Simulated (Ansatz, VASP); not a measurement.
# One calculation of Sn, two programs

The input INCAR:

```
  PREC = Accurate
  ENCUT = 520
  EDIFF = 1E-7
  ISMEAR = 0
  SIGMA = 0.15
  LREAL = F
  LASPH = T
  NELM = 60
  ALGO = Normal
  ISIF = 2
  LWAVE = F
  LCHARG = F
  NBANDS = 13
```

The input KPOINTS:

```
Automatic mesh
0
Gamma
  7 7 7
```

POSCAR

```
Sn
1.0
   -1.9448677068      1.8607583582      1.8741160209
    1.9177730157     -1.9223853029      1.9086482745
    1.9611904113      1.9387080073     -1.9357429656
Sn
1
Direct
    0.0000000000      0.0000000000      0.0000000000
```

Input for Ansatz:

```yaml
crystal:
  lattice:
    - [-1.9448677068068085, 1.8607583581535048, 1.8741160208832521]
    - [1.9177730157391448, -1.922385302870044, 1.9086482745321276]
    - [1.961190411263562, 1.938708007326798, -1.935742965599791]
  atoms:
    - { symbol: Sn, position: [0.0, 0.0, 0.0] }
basis:
  ecutwfc: 540.0
  xc_grid: 2
kpoints:
  mp_grid:
    grid: [7, 7, 7]
hamiltonian:
  xc: lda
scf:
  convergence:
    dr2_threshold: 1.0e-09
  occupations:
    method: gaussian
    width: 0.15
output:
  forces: true
  stress: true
```

This isn't the form of Sn at room conditions, which is tetragonal (white tin).

Alike in both runs: task single point; functional LDA; k mesh 7 × 7 × 7; occupations gaussian, width 0.15 eV; no spin polarisation.

|  | VASP | Ansatz |
| --- | --- | --- |
| version | VASP 6.6.1 | Ansatz 0.2.0 |
| potentials or method | VASP PAW LDA potentials, release 64 (Sn_d) | plane waves, PAW |
| plane-wave cutoff (eV) | 520 | 540 |
| valence electrons in the cell | 14 | 14 |

|  | VASP | Ansatz | Ansatz less VASP |
| --- | --- | --- | --- |
| pressure (GPa) | -4.1 | -4.1 | +0.02 |
| largest component of the traceless stress (GPa) | 1.04 | 1.03 | -0.005 |

Ansatz warned: «stress_scf_threshold_loose».
